### Question

A ZnS layer is stretched by 4 % along x and y while its thickness along z is held. An engineer wants the tension to within 10 % and has the PBE runs below, all made from the measured cell.

ZnS in its measured cell (F-43m, 19.78 Å³/atom) and with single changes from it, computed with Ansatz 0.2.0 (all-electron LAPW, PBE, scalar-relativistic, no spin, 9 × 9 × 9 k points, Fermi-Dirac smearing 0.01 eV, basis error target 0.25 meV/atom). Pressure and stress are positive in compression; energies are relative to spherical, unpolarised free atoms.

| change from the base run | pressure (GPa) | stress xx (GPa) | stress zz (GPa) | stress xy (GPa) | energy less free atoms (eV/atom) |
| --- | --- | --- | --- | --- | --- |
| base | 1.39 | 1.39 | 1.39 | 0.00 | -3.418 |
| volume scaled by 0.9405 | 6.67 | 6.67 | 6.67 | 0.00 | -3.390 |
| volume scaled by 0.98 | 2.98 | 2.98 | 2.98 | 0.00 | -3.413 |
| volume scaled by 1.02 | -0.05 | -0.05 | -0.05 | 0.00 | -3.420 |
| volume scaled by 1.06 | -2.49 | -2.49 | -2.49 | 0.00 | -3.413 |
| atom 1 (Zn) moved by 0.20 angstrom | 2.74 | 2.49 | 3.25 | 1.67 | -3.359 |
| x and y stretched by +4 %, z held | -3.63 | -4.15 | -2.60 | 0.00 | -3.402 |
| z stretched by +3 % at fixed volume | 1.34 | 1.99 | 0.04 | 0.00 | -3.415 |

(a) Does a constant stiffness suffice?
(b) May the measured cell serve as the unstressed reference?
(c) Should a bulk modulus be taken from stresses or from energies?
(d) Would a better cell also mend the band gap?

Give rough costs.

### Model answer

**(a) Constant stiffness fails at this stretch.** First separate the change of size from the change of shape. In a cubic crystal the three axes are equivalent, so to first order the pressure can depend only on the sum of the three strains, which is the change of volume. The row with z stretched at fixed volume bears this out: its pressure is 1.34 GPa against 1.39 GPa in the base run, although stresses xx and zz now differ by almost 2 GPa. That difference, divided by the shape strain, gives a shear stiffness $K=C_{11}-C_{12}$ of 44 GPa.

The size part is not linear. Compressing the base cell by 2 % raises the pressure by 1.59 GPa, while expanding it by 2 % lowers it by only 1.44 GPa. A plausible cause, not tested here, is that neighbouring Zn and S atoms leave the steep repulsion of overlapping shells and enter a region where the energy curve bends less. Each further step outwards then changes the pressure less.

The simplest law with this property lets the bulk modulus grow in proportion to the change of pressure (Murnaghan's assumption). With $v$ the volume relative to the base run, integration gives

$$P = -16.12 + 17.51\,v^{-4.3}\ \text{GPa}.$$

The three constants were fitted to the base run and the four runs with scaled volume; the analysis printed below gives the details. The stretched layer was not part of the fit. Its volume is $v=1.04^2=1.0816$, so

$$P=-16.12+17.51\times0.714=-3.62\ \text{GPa}.$$

The shape strain is $\ln(1/1.04)=-0.0392$. One third of its stress goes to x and to y, and two thirds, with opposite sign, to z:

$$s_{xx}=-3.62-\tfrac13(44.0\times0.0392)=-4.20\ \text{GPa}.$$

The run itself gives −4.15 GPa, a difference of about 1 %. Along z the same steps give a tension about 5 % too small. Nearly all of that miss comes from the shape part: the stress difference in the stretched run corresponds to a $K$ of about 40 GPa, not 44. A constant bulk modulus of 76 GPa would overstate the tension along x by 24 %, well outside the engineer's tolerance. For volume changes of 2 % it would have been adequate, with a miss of 0.06 GPa on a pressure change of about 1.5 GPa.

**(b) The measured cell is the wrong zero for stress.** PBE tends to make such crystals too large, so at the measured cell it reports a compression of 1.39 GPa that the real crystal does not have, provided the cell was measured without load. Some measured cells used for such runs were taken under pressure, and the data here do not say whether this one was; if so, part of the compression is real. The unstressed lattice constant in PBE is 0.6 % longer. A stretch that starts from the measured cell must first cancel this compression, and the tension comes out too low.

The correction follows from the same law. In the unstressed cell the two terms cancel, so the second equals 16.12 GPa. Stretching that cell by 4 % gives $P=16.12\times(0.714-1)=-4.6$ GPa, and with the shape part a tension of about 5.2 GPa along x. This cell has a volume of 1.10 relative to the base run, beyond the fitted range that ends at 1.06, so the value is an extrapolation. The lesson holds all the same: the choice of reference shifts the answer by about 1 GPa, as much as the choice between a constant and a varying stiffness. All these tensions are PBE values. PBE also tends to make such crystals somewhat too soft, so the real tension may be higher still; the table cannot show whether that error stays within the 10 %.

**(c) Take the modulus from stresses.** Stress is already the first derivative of the energy, so a modulus needs only one more difference. From energies it needs two, and whatever error does not cancel between the runs is divided by the square of the volume step. With steps of 2 %, the energies as printed in the table give 61 GPa, whereas the same energies with more digits give 76 GPa, in agreement with the stresses.

Rounding is not the only hazard. If the basis errors were as large as their target of 0.25 meV/atom and independent from run to run, they would scatter the 2 % result by 12 GPa; steps of 6 % would reduce this to about 1.4 GPa. In similar cells such errors partly cancel, so this is a cautious estimate. If only energies are at hand, keep all their digits and take the wider steps.

**(d) A better cell does not mend the gap.** Going from the base run to the nearly unstressed cell at volume 1.02 lowers the computed gap from 2.10 to 2.01 eV. The measured gap is well above 3 eV, so the change is small and in the wrong direction. The main error lies in the functional: semilocal functionals such as PBE generally give too small a gap between filled and empty bands. A reliable gap calls for a hybrid functional or a quasiparticle method, at a considerably higher cost per run.

**Cost.** Three volumes are enough in principle to fix the pressure law, and one run with changed shape adds the shear stiffness. That last run has 8 symmetry operations instead of 24, so it may need up to three times as many k points. Four modest runs can therefore stand in for separate calculations of other stretches of this kind, as long as these are no larger than the one tested here.

### Remarks on the reasoning

*A small energy can hide a large stress.* Relaxing the base cell to zero pressure gains only 1.6 meV/atom, which suggests that the measured cell is good enough. For comparing energies it often is, because the energy is flat near its minimum. Pressure is minus the slope of energy against volume and, near the minimum, its size grows in proportion to the distance from it, so the purpose decides whether the cell must be relaxed.

*One vanishing stress does not make a relaxed cell.* In the row with z stretched, stress zz is only 0.04 GPa because the stretch happens to cancel the compression of the base run. Stress xx has meanwhile risen to 1.99 GPa. A student who checks a single component would accept a cell that is still under load.

*The law covers strain, not displaced atoms.* When Zn is moved by 0.20 angstrom at fixed volume, the pressure rises to 2.74 GPa, which a law in $v$ alone cannot follow. In the stretched cells used above, symmetry holds both atoms at their sites, so this complication does not arise. A shear in the xy plane would let the Zn and S sublattices shift against each other, and their positions would then have to be relaxed before the stress is read.

Printed output of the fit:

```
fit of P on 5 rows (iso > 0): constant -16.12 +/- 0.019, coefficient of v**(-s) 17.51 +/- 0.018, s 4.3; rms 0.00448, worst volume scaled by 1.02 0.00821, leave-one-out rms 0.0259
  rows outside the fit (model, value, miss): atom 1 (Zn) moved by 0.20 angstrom 1.387, 2.74, -1.35; x and y stretched by +4 %, z held -3.625, -3.63, 0.00502; z stretched by +3 % at fixed volume 1.387, 1.34, 0.0472
Model less computed stress (GPa) and energy change from base (meV/atom):
                                  row  linear_xx  linear_zz  curved_xx  curved_zz  energy_model  energy_computed
                                 base          0          0  -0.002794  -0.002794             0                0
              volume scaled by 0.9405    -0.6338    -0.6338   0.001351   0.001351         28.55             28.6
                volume scaled by 0.98   -0.05985   -0.05985   -0.00396   -0.00396         5.353             5.35
                volume scaled by 1.02   -0.05985   -0.05985   0.008207   0.008207        -1.631             -1.6
                volume scaled by 1.06    -0.5333    -0.5333  -0.002805  -0.002805         4.835             4.85
   atom 1 (Zn) moved by 0.20 angstrom       -1.1      -1.86     -1.103     -1.863             0            59.15
    x and y stretched by +4 %, z held    -0.9761    -0.8012   -0.04997      0.125         15.81             15.8
  z stretched by +3 % at fixed volume       0.05       0.05    0.04721    0.04721         3.559             3.45
Bulk modulus at the measured cell from pressures at -2 and +2 % volume (GPa): 75.74
C11-C12 from the z-stretched row (GPa): 43.98
C11-C12 from the biaxial row (GPa): 39.52
Zero-pressure volume over measured volume, linear law: 1.019
Zero-pressure volume over measured volume, curved law: 1.019
Lattice constant at zero pressure above the measured one (%): 0.642
Energy gained by going to the zero-pressure cell (meV/atom): 1.632
Bulk modulus at the zero-pressure cell (GPa): 69.31
Bulk modulus from printed energies, 2 % steps (GPa): 60.73
Bulk modulus from unrounded energies, 2 % steps (GPa): 75.92
Scatter of that modulus for independent 0.25 meV/atom errors, 2 % steps (GPa): 12.4
The same scatter for 6 % steps (GPa): 1.377
Gap change from base to volume 1.02 (eV): -0.0853
Pressure rise when Zn is moved (GPa): 1.35
Energy cost when Zn is moved (meV/atom): 59.15
Growth of that cost per 1 % compression (%): 2.818
Shear xz over printed shear xy in size, Zn moved: 2.068
Most growth in k points from lost symmetry, Zn moved (times): 12
Growth in plane waves, Zn moved (times): 1.311
```
